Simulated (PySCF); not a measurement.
Runs of PySCF 2.14.0 on MoP. The structure is hexagonal, space group P-6m2 (No. 187). The conventional cell has a = 3.223 Å, b = 3.223 Å, c = 3.191 Å, α = 90.00°, β = 90.00°, γ = 120.00°. Around Mo (site symmetry -6m2) lie 6 P at 2.45 Å. Around P (site symmetry -6m2) lie 6 Mo at 2.45 Å. 

| task | level | band path | conv_tol | max_cycle | gap on the mesh (eV) | V0 of scaled cells (Å³/atom) | B0 (GPa) |
| --- | --- | --- | --- | --- | --- | --- | --- |
| equation of state | PBE | - | - | - | - | 14.52 | 223 |
| band structure | PBE | GMKGALHA,LM,KH | 1e-07 Ha | 60 | none | - | - |
| band structure | r2SCAN | GMKGALHA,LM,KH | 1e-07 Ha | 60 | none | - | - |
| equation of state | PBEsol | - | - | - | - | (a) | 241 |

Alike in all rows: potentials or basis DZVP-MOLOPT-SR/GTH-PBE (potentials made for PBE); no spin polarisation; cell as given; k mesh 4 × 4 × 4; smearing fermi-dirac 0.05 eV; the mesh is coarse, so values aren't converged.

Estimate the missing entries.

(a) 14.21.

Caveats: all runs use coarse meshes; the basis of atomic orbitals isn't converged, which shifts pressures, moduli and gaps; the cell was scaled at fixed shape and fractional positions, which overstates the stiffness of a crystal with free parameters, most of all of layers and chains (some runs); the potentials were made for another functional, which shifts forces and pressure (some runs); meta-GGAs need a finer uniform grid than this (some runs).

A k mesh can miss the band edges, and the runs leave out spin-orbit coupling on Mo.

A gap of «none» marks a metal or a gap under the smearing width.
